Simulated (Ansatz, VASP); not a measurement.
GaSb: VASP beside Ansatz

```
Ga Sb
1.0
     3.41907    0.00000    0.00000
     0.00000    3.41907    0.00000
     0.00000    0.00000    3.41907
Ga Sb
1 1
Cartesian
  0.0000 0.0000 0.0000
  1.7095 1.7095 1.7095
```

Measurements of this composition are mostly on another form, of space group No. 216.

Alike in both runs: task single point; functional PBEsol; k mesh 6 × 6 × 6; occupations gaussian, width 0.05 eV; no spin polarisation.

|  | VASP | Ansatz |
| --- | --- | --- |
| version | VASP 6.6.1 | Ansatz 0.2.0 |
| potentials or method | VASP PAW PBE potentials, release 64 (Ga_d, Sb) | scalar-relativistic, plane waves, PAW |
| plane-wave cutoff (eV) | 520 | 420 |
| valence electrons in the cell | 18 | 28 |

Ansatz gave:

| Quantity | Value |
| --- | --- |
| gap on the k mesh at the Fermi level (eV) | none |
| pressure (GPa) | 8.1 |

**Question.** What did VASP give for the same quantities?

**Answer.** gap on the k mesh at the Fermi level (eV): none; pressure (GPa): 8.3.

A gap of «none» marks a metal or a gap that the smearing closes. The functional is the same, so the differences come from potentials, cutoffs and numerics. The two sets of potentials don't hold the same shells in valence.

Caveats: the PAW data sets were made with another functional, which shifts forces and pressure a little (VASP). Spin-orbit coupling is left out, which matters for the levels of Sb.
